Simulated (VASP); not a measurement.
**AlCo: equation of state with PBE+D3(BJ)**

The system is AlCo.

```
Co Al
1.0
     2.81940    0.00000    0.00000
     0.00000    2.81940    0.00000
     0.00000    0.00000    2.81940
Co Al
1 1
Direct
  0.50000 0.50000 0.50000
  0.00000 0.00000 0.00000
```

The cell is a database's computed one.

```json
{"Program": "VASP 6.6.1", "Task": "equation of state", "Functional": "PBE", "Dispersion": "D3(BJ)", "Potentials or basis": "VASP PAW PBE potentials, release 64 (Co, Al)", "Cutoff": "520 eV", "k mesh": "8 × 8 × 8", "Occupations": "fermi-dirac, width 0.05 eV", "Spin": "collinear spin, ferromagnetic start", "Starting moments": "[2.0, 0.0] μB"}
```

The equilibrium volume is 11.20 Å³/atom and the bulk modulus is 194 GPa. The pressure derivative of the bulk modulus is 4.3 (rough: it moves with the points fitted).

Energy against volume, from the lowest point:
```csv
volume (Å³/atom),energy (meV/atom)
10.758,11.53
10.982,2.75
11.206,0.00
11.430,2.66
11.654,10.20
```

All runs of the series together: 110 s on 1 thread of Intel(R) Xeon(R) Platinum 8259CL CPU @ 2.50GHz (Skylake/Cascade Lake) (shared host).
